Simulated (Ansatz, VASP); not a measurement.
IrO in VASP and in Ansatz

```xyz
2
Lattice="0.0000 2.1785 2.1785 2.1785 0.0000 2.1785 2.1785 2.1785 0.0000" Properties=species:S:1:pos:R:3 pbc="T T T"
Ir    0.0000    0.0000    0.0000
O     1.0892    1.0892    1.0892
```

The cell was built by a generator and needn't be a form met in nature.

Alike in both runs: task relaxation of cell and atoms; functional PBE; k mesh 8 × 8 × 8; occupations gaussian, width 0.1 eV; no spin polarisation.

|  | VASP | Ansatz |
| --- | --- | --- |
| version | VASP 6.6.1 | Ansatz 0.2.0 |
| potentials or method | VASP PAW PBE potentials, release 64 (Ir, O) | scalar-relativistic, plane waves, PAW |
| plane-wave cutoff (eV) | 600 | 420 |
| valence electrons in the cell | 15 | 23 |

Ansatz gave:

```
gap on the k mesh at the Fermi level, each at its own relaxed structure (eV) : none
relaxed volume (Å³/atom)                                                     : 13.56
relaxed cell length with the largest relative difference (Å)                 : 3.373
energy change over the relaxation (meV/atom)                                 : -742
```

Task: Which values does VASP return?

Result: gap on the k mesh at the Fermi level, each at its own relaxed structure (eV): none; relaxed volume (Å³/atom): 13.63; relaxed cell length with the largest relative difference (Å): 3.378; energy change over the relaxation (meV/atom): -795.

A gap of «none» marks a metal or a gap that the smearing closes. The two sets of potentials don't hold the same shells in valence.

Caveats: the volume moved by over 15 % at a fixed basis, so the end points are rough (VASP); an odd number of electrons without spin polarisation forces a metal; a magnetic or distorted state may lie lower. Spin-orbit coupling is left out, which matters for the levels of Ir.
